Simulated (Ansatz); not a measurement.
## Ga: equation of state with r2SCAN

Ga:

```xyz
2
Lattice="1.4500 -4.0650 0.0000 1.4500 4.0650 0.0000 0.0000 0.0000 3.1700" Properties=species:S:1:pos:R:3 pbc="T T T"
Ga    1.4500    2.9837    2.3775
Ga    1.4500   -2.9837    0.7925
```

This isn't the form of Ga at room conditions, which is orthorhombic.

| Quantity | Value |
| --- | --- |
| Program | Ansatz 0.2.0 |
| Task | equation of state |
| Functional | r2SCAN |
| Potentials or basis | Ansatz PAW |
| Cutoff | 500 eV |
| Density cutoff | 2000 eV |
| k mesh | 10 × 10 × 8 |
| Occupations | fermi-dirac, width 0.05 eV |
| Spin | no spin polarisation |

```
Equilibrium volume                        : 18.15 Å³/atom
Bulk modulus at fixed shape and positions : 61 GPa
Pressure derivative of the bulk modulus   : 4.8
```

Energy against volume, from the lowest point:
```tsv
volume (Å³/atom)	energy (meV/atom)
17.564	3.54
17.937	0.20
18.311	0.00
18.685	2.60
19.058	7.68
19.432	14.97
19.806	24.19
```

All runs of the series together: 37 s on 2 threads of Arm Neoverse V2, with other jobs on the host.

Caveat: the cell was scaled at fixed shape and fractional positions, which overstates the stiffness of a crystal with free parameters, most of all of layers and chains; the PAW data sets were made with another functional, which shifts forces and pressure a little.
